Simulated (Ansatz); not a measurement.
## A Ge vacancy next to H started in the widest void in diamond Ge, 64 atoms, charge −1

Theory: DFT, PBEsol, PAW, plane waves in Ansatz 0.2.0.

Command:

```sh
ansatz run in.yaml --threads 8 --pin off --max-ram 118750MiB --runs-dir r --events-out ev --progress --plain --backend cuda --devices 0, --max-vram 170GiB
```

The input less its lattice and atoms (starting moments on atoms near the defect: 2 μB in all):

```yaml
crystal:
  symmetry: { detect: false }
kpoints:
  mp_grid: { grid: [1, 1, 1], shift: [0.25, 0.25, 0.25] }
hamiltonian:
  xc: pbesol
total_charge: -1
magnetization:
  spin_polarized: true
scf:
  occupations: { method: fermi_dirac, width: 0.01 }
relax:
  f_tol: 0.03
  max_steps: 80
  escape_saddle: false
  adjacent_minimum: "off"
output:
  forces: true
  eigenvalues: true
  populations: true
  charged_corrections: { epsilon: 16 }
```

Start:

```
Ge H
1.0
    11.35118    0.00000    0.00000
     0.00000   11.35118    0.00000
     0.00000    0.00000   11.35118
Ge H
63 1
Direct
  0.99858 0.00015 0.00055
  0.99971 0.99984 0.49704
  0.00373 0.49805 0.99880
  0.00082 0.50041 0.50262
  0.50058 0.99989 0.99779
  0.50061 0.99839 0.50151
  0.49993 0.50108 0.00150
  0.12612 0.12465 0.12479
  0.12678 0.12352 0.62587
  0.12422 0.62489 0.12461
  0.12412 0.62567 0.62708
  0.62626 0.12471 0.12361
  0.62619 0.12293 0.62328
  0.62787 0.62758 0.12190
  0.62327 0.62431 0.62690
  0.25101 0.24716 0.00075
  0.24877 0.25109 0.50099
  0.24922 0.75259 0.99994
  0.24973 0.75285 0.49920
  0.75032 0.24913 0.00021
  0.75104 0.25103 0.50038
  0.75202 0.75009 0.00164
  0.75096 0.75097 0.50108
  0.37793 0.37731 0.12437
  0.37669 0.37260 0.62411
  0.37520 0.87453 0.12673
  0.37559 0.87297 0.62103
  0.87736 0.37478 0.12192
  0.87466 0.37506 0.62796
  0.87724 0.87545 0.12558
  0.87615 0.87868 0.62445
  0.24781 0.99910 0.25043
  0.25012 0.00076 0.75303
  0.25028 0.50044 0.25110
  0.25187 0.49758 0.75021
  0.75005 0.99975 0.24729
  0.74981 0.99913 0.74809
  0.74681 0.50056 0.24811
  0.75082 0.49980 0.74851
  0.37576 0.12532 0.37522
  0.37439 0.12727 0.87056
  0.37404 0.62733 0.37594
  0.37544 0.62805 0.87260
  0.87503 0.12647 0.37597
  0.87358 0.12478 0.87686
  0.87522 0.62591 0.37422
  0.87722 0.62424 0.87223
  0.00251 0.24872 0.25475
  0.00101 0.24891 0.74642
  0.99988 0.75140 0.25271
  0.99745 0.74776 0.75189
  0.50181 0.25127 0.24960
  0.49969 0.25028 0.75092
  0.50013 0.75539 0.24807
  0.50516 0.75197 0.75213
  0.12541 0.37502 0.37616
  0.12309 0.37683 0.87343
  0.12567 0.87333 0.37478
  0.12634 0.87649 0.87607
  0.62285 0.37426 0.37386
  0.62495 0.37760 0.87648
  0.62591 0.87618 0.37400
  0.62616 0.87842 0.87394
  0.39908 0.60581 0.60132
```

Steps:

| step | energy less the first (eV) | largest force component (eV/Å) |
| --- | --- | --- |
| start | 0.000 | 0.842 |
| 1 | -0.991 | 1.117 |
| 2 | -1.506 | 1.278 |
| 3 | -1.932 | 1.225 |
| 4 | -2.244 | 0.763 |
| 5 | -2.451 | 0.408 |
| 6 | -2.592 | 0.392 |
| 7 | -2.676 | 0.196 |
| 8 | -2.723 | 0.088 |
| 9 | -2.742 | 0.188 |
| 10 | -2.747 | 0.202 |
| 11 | -2.792 | 0.106 |
| 12 | -2.810 | 0.197 |
| 13 | -2.861 | 0.258 |
| 14 | -2.938 | 0.281 |
| 15 | -3.031 | 0.222 |
| 16 | -3.120 | 0.355 |
| 17 | -3.150 | 0.118 |
| 18 | -3.155 | 0.038 |
| 19 | -3.156 | 0.044 |
| 20 | -3.156 | 0.011 |

A structure on the way, about -1.51 eV from the start:

```
Ge H
1.0
    11.35118    0.00000    0.00000
     0.00000   11.35118    0.00000
     0.00000    0.00000   11.35118
Ge H
63 1
Direct
  0.99973 0.00078 0.00015
  0.99904 0.00057 0.50014
  0.00050 0.50069 0.99936
  0.99966 0.50063 0.50079
  0.50078 0.00138 0.99975
  0.49959 0.00027 0.49949
  0.49924 0.50200 0.99998
  0.12597 0.12526 0.12541
  0.12563 0.12418 0.62422
  0.12526 0.62480 0.12549
  0.12621 0.62545 0.62613
  0.62438 0.12548 0.12446
  0.62563 0.12540 0.62461
  0.62594 0.62702 0.12459
  0.60869 0.61481 0.61488
  0.25089 0.25118 0.00020
  0.25186 0.25187 0.50212
  0.25032 0.75011 0.00041
  0.25012 0.75021 0.49961
  0.74997 0.25068 0.00046
  0.74744 0.25340 0.49865
  0.75149 0.75094 0.99825
  0.74615 0.74753 0.50339
  0.37618 0.37595 0.12659
  0.38163 0.38259 0.61816
  0.37504 0.87602 0.12526
  0.37656 0.87355 0.62592
  0.87633 0.37471 0.12578
  0.87403 0.37566 0.62621
  0.87596 0.87479 0.12574
  0.87494 0.87485 0.62386
  0.25058 0.00041 0.25087
  0.25117 0.99959 0.74945
  0.25217 0.50205 0.25284
  0.25295 0.49856 0.74869
  0.75005 0.00106 0.24937
  0.75037 0.99949 0.74940
  0.74709 0.49895 0.25130
  0.74583 0.50298 0.74725
  0.37561 0.12688 0.37504
  0.37519 0.12604 0.87439
  0.37974 0.62112 0.38459
  0.37593 0.62731 0.87340
  0.87454 0.12658 0.37475
  0.87446 0.12549 0.87424
  0.87312 0.62505 0.37600
  0.87478 0.62349 0.87423
  0.00113 0.25100 0.25126
  0.00048 0.24931 0.74936
  0.00018 0.74924 0.25122
  0.99895 0.75011 0.74999
  0.50295 0.25226 0.25189
  0.50071 0.25220 0.74821
  0.50019 0.74979 0.25184
  0.50532 0.74984 0.74949
  0.12636 0.37610 0.37655
  0.12568 0.37409 0.87534
  0.12477 0.87618 0.37471
  0.12482 0.87541 0.87521
  0.61555 0.38379 0.38302
  0.62564 0.37656 0.87551
  0.62660 0.87537 0.37560
  0.62446 0.87697 0.87604
  0.42554 0.59246 0.58390
```

End:

```
Ge H
1.0
    11.35118    0.00000    0.00000
     0.00000   11.35118    0.00000
     0.00000    0.00000   11.35118
Ge H
63 1
Direct
  0.00015 0.00114 0.00267
  0.99542 0.00349 0.50365
  0.99837 0.50326 0.00098
  0.99866 0.50007 0.50254
  0.50108 0.00330 0.99841
  0.49985 0.00189 0.50246
  0.49998 0.50006 0.00129
  0.12485 0.12738 0.12730
  0.12732 0.12513 0.62742
  0.12585 0.62352 0.12832
  0.12646 0.62495 0.62618
  0.62488 0.12534 0.12993
  0.62815 0.12245 0.63059
  0.62374 0.62482 0.12910
  0.59802 0.58789 0.60031
  0.25173 0.25405 0.00345
  0.25741 0.25569 0.50957
  0.24999 0.75038 0.00192
  0.24464 0.75830 0.50152
  0.75018 0.25000 0.00431
  0.74558 0.25370 0.50340
  0.74858 0.74910 0.00131
  0.73945 0.73928 0.50905
  0.37939 0.37515 0.13104
  0.40104 0.38891 0.61062
  0.37357 0.88060 0.12348
  0.37813 0.87327 0.62859
  0.87274 0.37613 0.13056
  0.87498 0.37442 0.63001
  0.87436 0.87374 0.12649
  0.87174 0.87033 0.62393
  0.25026 0.00430 0.25273
  0.25121 0.99941 0.75283
  0.25174 0.49998 0.25427
  0.25873 0.50043 0.74426
  0.75031 0.99948 0.25364
  0.75128 0.99520 0.75381
  0.74181 0.50028 0.26126
  0.74312 0.50216 0.74551
  0.37578 0.12918 0.37816
  0.37440 0.12841 0.87569
  0.36910 0.63828 0.37215
  0.37686 0.62621 0.87503
  0.87277 0.12867 0.37703
  0.87477 0.12428 0.87731
  0.87248 0.62623 0.37931
  0.87082 0.62294 0.87347
  0.00089 0.25385 0.25420
  0.00191 0.24993 0.75274
  0.99944 0.75038 0.25244
  0.99879 0.74901 0.75125
  0.50748 0.25606 0.26037
  0.50100 0.25328 0.74847
  0.49916 0.75781 0.24773
  0.50657 0.73915 0.74189
  0.12828 0.37521 0.38176
  0.12799 0.37625 0.87527
  0.12048 0.88108 0.37601
  0.12398 0.87377 0.87691
  0.60750 0.39002 0.40446
  0.62745 0.37461 0.87744
  0.62611 0.87343 0.38072
  0.62123 0.87040 0.87426
  0.45810 0.58110 0.46228
```

The run converged.

Time: 27 s of wall time on one NVIDIA GB200 with 8 processor threads, on a host shared with other runs; peak host memory 2.1 GiB.

Q: How much energy did the relaxation gain, and which atom moved most?

A: 3.16 eV in 20 steps, from a start with small random displacements (neighbours that lie too close to an added atom are first pushed off); atom 64 (H) moved 1.74 Å, the median atom 0.07 Å (drift of the whole cell removed).

The moment started at 2 μB and ended at 0.0 μB; no other spin state is shown. The program warned that the state may not be the lowest. The one k point has no symmetry partners, which can distort the end along one axis.
